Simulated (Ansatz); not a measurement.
Theory: DFT PBE, scalar-relativistic, plane waves, PAW (Ansatz 0.2.0). Settings: cutoff 420 eV, Γ-centred meshes spaced at most about 0.3 Å⁻¹, and about 0.25 Å⁻¹ or finer for metals (2π included), Gaussian smearing. No spin polarisation.

Temperature and zero-point effects are left out.

Task: Which of these relaxed structures of MgGe₂ is the lowest in energy?
A.

```
CELL_PARAMETERS angstrom
0.00000 3.95130 3.95130
3.95130 0.00000 3.95130
3.95130 3.95130 0.00000
ATOMIC_POSITIONS crystal
Mg 0.50000 0.50000 0.50000
Mg 0.75000 0.75000 0.75000
Ge 0.12500 0.12500 0.12500
Ge 0.62500 0.12500 0.12500
Ge 0.12500 0.12500 0.62500
Ge 0.12500 0.62500 0.12500
```

B.

```
CELL_PARAMETERS angstrom
7.22643 0.00000 0.00000
0.00000 7.22643 0.00000
0.00000 0.00000 2.83450
ATOMIC_POSITIONS crystal
Mg 0.00000 0.00000 0.00000
Mg 0.50000 0.50000 0.50000
Ge 0.26622 0.26622 0.00000
Ge 0.23378 0.76622 0.50000
Ge 0.73378 0.73378 0.00000
Ge 0.76622 0.23378 0.50000
```

C.

```
CELL_PARAMETERS angstrom
3.88427 0.00000 0.00000
-1.94213 3.36387 0.00000
0.00000 0.00000 4.87441
ATOMIC_POSITIONS crystal
Mg 0.00000 0.00000 0.50000
Ge 0.33333 0.66667 0.12116
Ge 0.66667 0.33333 0.87884
```

Result: C. The next of these, A, lies 119 meV/atom higher. Forms: C P-3m1; A cubic Laves (C15) type, Fd-3m; B P4_2/mnm. Counting Ge atoms around Mg (those within 1.25 times the shortest such distance or 1.15 times the sum of covalent radii; the shortest distance is added where it exceeds 1.18 times the sum of covalent radii): C has Mg 6; A has Mg 12 from 3.3 Å; B has Mg 6. C holds Ge–Ge nets (shortest 2.53 Å) (bonds between like non-metal atoms; other contacts aren't counted). Origin: A and B, invented; C, reached from a Materials Project cell (its symmetry changed).

Cells relaxed within their symmetry can be saddle points. Some structure types and database cells were kept out of the candidates from the start, so a known form may be missing.
